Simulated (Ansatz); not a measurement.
PbO2, 3 atoms in the cell. The structure is cubic, space group Fm-3m (No. 225). The conventional cell has a = 5.404 Å, b = 5.404 Å, c = 5.404 Å, α = 90.00°, β = 90.00°, γ = 90.00°. Pb (site symmetry m-3m) is surrounded by 8 O at 2.34 Å. O (site symmetry -43m) is surrounded by 4 Pb at 2.34 Å. The cell comes from a database or a generator and needn't be the stable form of this composition.

* Program: Ansatz 0.2.0
* Task: relaxation of cell and atoms
* Functional: RPBE
* Dispersion: D4
* Potentials or basis: Ansatz PAW
* Cutoff: 420 eV (not typed: the program's choice for these potentials)
* k mesh: 9 × 9 × 9
* Occupations: fermi-dirac, width 0.05 eV
* Spin: no spin polarisation

Potentials or basis: Ansatz PAW.

Launch:

```console
$ ansatz run input.yaml --threads 2 --pin off --max-ram 5632MiB --backend cpu --events-out ev --progress --plain --runs-dir out
```

Hardware: 2 threads of Arm Neoverse V1, on a shared host.

Q: How long does it take, and how much memory?

A: Wall time 7.6 s on 2 threads of Arm Neoverse V1, with other jobs on the host, peak memory 0.32 GiB. Counts: scf iterations 30, plane waves 749, k points 35, bands 17, ion steps 6.
